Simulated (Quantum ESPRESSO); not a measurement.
The system is Mg.

```xyz
2
Lattice="3.2093 0.0000 0.0000 -1.6046 2.7793 0.0000 0.0000 0.0000 5.2103" Properties=species:S:1:pos:R:3 pbc="T T T"
Mg    1.6047    0.9264    3.9077
Mg    0.0000    1.8529    1.3026
```

Base run:

```yaml
Program: Quantum ESPRESSO 7.5
Functional: LDA
Potentials_or_basis: SG15 PBE 1.2
Cutoff: 952 eV
Density_cutoff: 3810 eV
k_mesh: 10 × 10 × 5
Occupations: fermi-dirac, width 0.05 eV
Spin: no spin polarisation
```

Its results: band gap on the k mesh none (metal or under the smearing width); pressure -2.8 GPa.

Task: After a change of settings the same cell gave: band gap on the k mesh none (metal or under the smearing width); pressure 0.5 GPa. Which change was it?
A. functional from LDA to SCAN; k mesh from 10 × 10 × 5 to 8 × 8 × 4
B. functional from LDA to PBEsol
C. functional from LDA to RPBE
D. functional from LDA to r2SCAN; k mesh from 10 × 10 × 5 to 8 × 8 × 4

Result: C.

RPBE binds less tightly than LDA, so the same cell stands under more pressure.

Caveats: the potentials were made for another functional, which shifts forces and pressure.
